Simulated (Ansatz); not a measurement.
**Se**

```yaml
crystal:
  lattice:
    - [0.00000, 2.16625, 2.16625]
    - [2.16625, 0.00000, 2.16625]
    - [2.16625, 2.16625, 0.00000]
  atoms:
    - { symbol: Se, position: [0.00000, 0.00000, 0.00000] }
```

The cell was built from the fcc type and relaxed in the same program, and has space group Fm-3m; it needn't be a known or the stable phase.

Method: Ansatz 0.2.0, DFT, PBE, all-electron LAPW, scalar-relativistic.

Sampling and basis: a Γ-centred 16×16×16 k mesh, Fermi–Dirac smearing of 0.03 eV, basis error target 0.25 meV/atom, no spin polarisation.

```json
{
 "Band gap": "none: bands cross the Fermi level, a metal",
 "Density of states at the Fermi level (0.2 eV bin)": "0.90 states/eV per cell",
 "Volume per atom": "20.33 Å³",
 "Pressure at this cell": "-0.02 GPa"
}
```
